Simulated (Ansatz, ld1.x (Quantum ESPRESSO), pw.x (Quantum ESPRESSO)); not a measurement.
# beryllium (Be): does the RRKJ potential hold in the solid?

```
Element                 : Be
Generator               : ld1.x (Quantum ESPRESSO) 7.5
Type                    : norm-conserving RRKJ (Kleinman–Bylander form)
Functional              : PBE
Relativity              : scalar-relativistic
Frozen core             : [He]
Valence charge          : 2
Reference configuration : 2s2 2p0
Partial waves           : 2p (bound, empty): rc 3.60 bohr; 3d channel at -0.1 Ry: rc 3.95 bohr; 2s (bound): rc 2.05 bohr
Local potential         : the s channel
Core correction         : a·sin(br)/r model core inside 1.25 bohr
```

Atomic tests: cutoffs needed: 10 Ry and 25 Ry (the cutoffs (Ry, on a coarse ladder) from which the occupation-weighted sum of valence levels, in a spherical-Bessel basis at the reference potential, stays within 10 and 1 mRy of its value at 400 Ry); ghost test: no extra level below or beside the all-electron valence levels (p, d, s, f tested) (spherical-Bessel basis up to 400 Ry, 20 bohr box); largest excitation error: -156 meV (all-electron minus pseudo) for 2s0 2p1, out of 5 test configurations.

Crystal test: fcc Be in pw.x 7.5, no spin, 18³ k-points, Fermi–Dirac smearing 0.01 Ry, cutoffs 50/200 Ry. The reference is all-electron LAPW (Ansatz 0.2.0) with the same functional, mesh and smearing; V0 and B0 come from Birch–Murnaghan fits to the pressures at five volumes. Errors are pseudo minus all-electron; Δ is the rms difference of the E(V) curves that follow from these fits, minima aligned, over ±6 % about the mean V0. Mesh and smearing are coarse, so the numbers serve the comparison and aren't converged zero-temperature values; the lattice is a test structure that the element need not adopt.

```tsv
V (Å³/atom)	P all-electron (GPa)	P pseudo (GPa)
7.518	6.22	-43.48
7.716	2.75	-43.08
7.914	-0.36	-42.59
8.112	-3.15	-42.03
8.310	-5.65	-41.42
```

All-electron: a0 = 3.160 Å (V0 = 7.89 Å³/atom), B0 = 119.0 GPa.

Pseudopotential: mean pressure error (GPa): -42.48. The pressure does not cross zero within the volumes sampled, so no fit is given. The largest radius (3.95 bohr) exceeds half the bond length (2.11 bohr), so the spheres overlap, which is one possible source of error among others. This is a poor potential for the solid. The pseudo pressure rises with volume over the whole range, a mechanical instability.

Task: At the middle volume, how do free energy and pressure move when the wave cutoff is lowered (ecutrho kept at four times it)?

Result:

```tsv
cutoff (Ry)	shift of F (meV/atom)	shift of P (GPa)
22	+7.5	-0.13
30	+1.4	-0.11
40	+0.2	+0.02
```

Input at the middle volume:

```
&control
  calculation='scf', prefix='x', pseudo_dir='./', outdir='./tmp', tstress=.true., disk_io='none'
/
&system
  ibrav=0, nat=1, ntyp=1, ecutwfc=50, ecutrho=200, nbnd=8,
  occupations='smearing', smearing='fd', degauss=0.01
/
&electrons
  conv_thr=1e-09, mixing_beta=0.4, electron_maxstep=70
/
ATOMIC_SPECIES
Be 1.0 Be.UPF
CELL_PARAMETERS angstrom
  0.00000000 1.58169236 1.58169236
  1.58169236 0.00000000 1.58169236
  1.58169236 1.58169236 0.00000000
ATOMIC_POSITIONS crystal
Be 0.0000 0.0000 0.0000
K_POINTS automatic
18 18 18 0 0 0
```

```bash
pw.x < Be.scf.in > Be.scf.out
```

Lines of the output:

```
Message from routine setup:
     using ibrav=0 with symmetry is DISCOURAGED, use correct ibrav instead
     lattice parameter (alat)  =       4.2270  a.u.
     unit-cell volume          =      53.4063 (a.u.)^3
     number of electrons       =         2.00
     number of Kohn-Sham states=            8
     kinetic-energy cutoff     =      50.0000  Ry
     charge density cutoff     =     200.0000  Ry
     scf convergence threshold =      1.0E-09
     Exchange-correlation= PBE
     number of k points=   195  Fermi-Dirac smearing, width (Ry)=  0.0100
     iteration #  1     ecut=    50.00 Ry     beta= 0.40
     total energy              =      -2.38581415 Ry
     estimated scf accuracy    <       0.00252515 Ry
     iteration #  2     ecut=    50.00 Ry     beta= 0.40
     total energy              =      -2.38570770 Ry
     estimated scf accuracy    <       0.00089187 Ry
     iteration #  3     ecut=    50.00 Ry     beta= 0.40
     total energy              =      -2.38571183 Ry
     estimated scf accuracy    <       0.00000049 Ry
     iteration #  4     ecut=    50.00 Ry     beta= 0.40
     total energy              =      -2.38571184 Ry
     estimated scf accuracy    <          3.5E-09 Ry
     iteration #  5     ecut=    50.00 Ry     beta= 0.40
     the Fermi energy is     7.9244 ev
!    total energy              =      -2.38571184 Ry
     estimated scf accuracy    <          2.5E-11 Ry
     smearing contrib. (-TS)   =      -0.00046305 Ry
     The total energy is F=E-TS. E is the sum of the following terms:
     one-electron contribution =       1.95556168 Ry
     hartree contribution      =       0.00588199 Ry
     xc contribution           =      -1.27883350 Ry
     ewald contribution        =      -3.06785895 Ry
     convergence has been achieved in   5 iterations
          total   stress  (Ry/bohr**3)                   (kbar)     P=     -425.86
     Message from routine punch:
     Nothing written, as per user request (disk_io='none')
```

The run at the middle volume (195 k-points, 5 iterations) took about 2.4 s on one core of a shared host (Neoverse-V2, 96 threads, 742 GiB, load 51).
